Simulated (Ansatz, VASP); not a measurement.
# Cu in VASP and in Ansatz

```
Cu
1.0
     2.51980    0.00000    0.00000
    -1.25990    2.18221    0.00000
     0.00000    0.00000    8.23525
Cu
4
Cartesian
  0.0000 0.0000 0.0000
  0.0000 1.4548 2.0588
  0.0000 0.0000 4.1176
  1.2599 0.7274 6.1764
```

This isn't the form of Cu at room conditions, which is fcc.

Alike in both runs: task single point; functional PBEsol; k mesh 24 × 24 × 6; occupations gaussian, width 0.15 eV; no spin polarisation.

|  | VASP | Ansatz |
| --- | --- | --- |
| version | VASP 6.6.1 | Ansatz 0.2.0 |
| potentials or method | VASP PAW PBE potentials, release 64 (Cu) | scalar-relativistic, plane waves, PAW |
| plane-wave cutoff (eV) | 520 | 420 |
| valence electrons in the cell | 44 | 76 |

VASP gave:

```
gap on the k mesh at the Fermi level (eV)       : none
pressure (GPa)                                  : 0.8
largest component of the traceless stress (GPa) : 0.18
```

Task: Estimate Ansatz's values.

Result: gap on the k mesh at the Fermi level (eV): none; pressure (GPa): 0.0; largest component of the traceless stress (GPa): 0.17.

A gap of «none» marks a metal or a gap that the smearing closes. The functional is the same, so the differences come from potentials, cutoffs and numerics. The two sets of potentials don't hold the same shells in valence.

Caveats: the PAW data sets were made with another functional, which shifts forces and pressure a little (VASP).
